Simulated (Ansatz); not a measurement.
Geometry optimisation in Ansatz: input, command and trajectory.

```yaml
crystal:
  lattice:
    - [1.2184737567, 0.7034861514, 6.6669262194]
    - [-1.2184737567, 0.7034861514, 6.6669262194]
    - [0.0, -1.4069723028, 6.6669262194]
  atoms:
    - { symbol: C, position: [0.9188225642, 0.9188225642, 0.9188225642] }
    - { symbol: C, position: [0.2521292835, 0.2521292835, 0.2521292835] }
    - { symbol: C, position: [0.7478707165, 0.7478707165, 0.7478707165] }
    - { symbol: C, position: [0.0811774358, 0.0811774358, 0.0811774358] }
basis:
  ecutwfc: 420
kpoints:
  mp_grid: { grid: [18, 18, 18] }
hamiltonian:
  xc: pbe
  dispersion: d3bj
scf:
  occupations: { method: gaussian, width: 0.01 }
output:
  forces: true
  stress: true
  eigenvalues: true
relax:
  adjacent_minimum: "off"
  f_tol: 0.01
  max_steps: 30
  cell: { stress_tol: 0.1, fix: [volume] }
```

```bash
ansatz run input.yaml --threads 1 --pin off --max-ram 2560MiB --backend cpu --events-out ev --progress --plain --runs-dir out
```

Computed with DFT PBE+D3(BJ), scalar-relativistic, plane waves, PAW (Ansatz 0.2.0).

The volume is held at 0.94 times that of the relaxed cell.

Of 7 frames 6 are shown, positions in Å and forces in eV/Å; the SCF threshold varies from step to step. Steps run on the plane waves of an earlier cell, with a Pulay correction in the pressure. The basis is chosen afresh for the last frame, the zero of the energies, and at times for earlier ones too; energy and pressure step there, also at an unchanged geometry. The mark taken_back stands on steps that the optimiser undid.

```xyz
4
Lattice="1.2185 0.7035 6.6669 -1.2185 0.7035 6.6669 0.0000 -1.4070 6.6669" Properties=species:S:1:pos:R:3:forces:R:3 pbc="T T T" step=1 free_energy_over_end_meV_per_atom=7.03 pressure_GPa=11.03
C     0.0000    0.0000   18.3772    0.0000    0.0000   -0.0006
C     0.0000    0.0000    5.0428    0.0000    0.0000   -0.0017
C     0.0000    0.0000   14.9580    0.0000    0.0000    0.0017
C     0.0000    0.0000    1.6236    0.0000    0.0000    0.0006
4
Lattice="1.2271 0.7084 6.5738 -1.2271 0.7084 6.5738 0.0000 -1.4169 6.5738" Properties=species:S:1:pos:R:3:forces:R:3 pbc="T T T" step=2 free_energy_over_end_meV_per_atom=0.45 pressure_GPa=4.59
C     0.0000    0.0000   18.1093    0.0000    0.0000    0.0157
C     0.0000    0.0000    4.9610    0.0000    0.0000    0.0117
C     0.0000    0.0000   14.7605    0.0000    0.0000   -0.0117
C     0.0000    0.0000    1.6123    0.0000    0.0000   -0.0157
4
Lattice="1.2315 0.7110 6.5270 -1.2315 0.7110 6.5270 0.0000 -1.4220 6.5270" Properties=species:S:1:pos:R:3:forces:R:3 pbc="T T T" step=3 free_energy_over_end_meV_per_atom=10.04 pressure_GPa=2.04 taken_back
C     0.0000    0.0000   18.1106    0.0000    0.0000   -0.1537
C     0.0000    0.0000    5.0559    0.0000    0.0000   -0.1952
C     0.0000    0.0000   14.5251    0.0000    0.0000    0.1952
C     0.0000    0.0000    1.4704    0.0000    0.0000    0.1537
4
Lattice="1.2295 0.7099 6.5474 -1.2295 0.7099 6.5474 0.0000 -1.4198 6.5474" Properties=species:S:1:pos:R:3:forces:R:3 pbc="T T T" step=4 free_energy_over_end_meV_per_atom=0.00 pressure_GPa=2.81
C     0.0000    0.0000   18.0446    0.0000    0.0000    0.0061
C     0.0000    0.0000    4.9490    0.0000    0.0000    0.0029
C     0.0000    0.0000   14.6933    0.0000    0.0000   -0.0029
C     0.0000    0.0000    1.5978    0.0000    0.0000   -0.0061
4
Lattice="1.2295 0.7099 6.5474 -1.2295 0.7099 6.5474 0.0000 -1.4198 6.5474" Properties=species:S:1:pos:R:3:forces:R:3 pbc="T T T" step=5 free_energy_over_end_meV_per_atom=0.01 pressure_GPa=2.81
C     0.0000    0.0000   18.0446    0.0000    0.0000    0.0061
C     0.0000    0.0000    4.9490    0.0000    0.0000    0.0030
C     0.0000    0.0000   14.6933    0.0000    0.0000   -0.0030
C     0.0000    0.0000    1.5978    0.0000    0.0000   -0.0061
4
Lattice="1.2298 0.7100 6.5448 -1.2298 0.7100 6.5448 0.0000 -1.4200 6.5448" Properties=species:S:1:pos:R:3:forces:R:3 pbc="T T T" step=7 free_energy_over_end_meV_per_atom=0.00 pressure_GPa=2.63
C     0.0000    0.0000   18.0409    0.0000    0.0000    0.0007
C     0.0000    0.0000    4.9507    0.0000    0.0000   -0.0010
C     0.0000    0.0000   14.6837    0.0000    0.0000    0.0010
C     0.0000    0.0000    1.5934    0.0000    0.0000   -0.0007
```

Time: 61 s on 1 thread of Intel(R) Xeon(R) 6975P-C (Granite Rapids), with other jobs on the host, peak memory 0.53 GiB.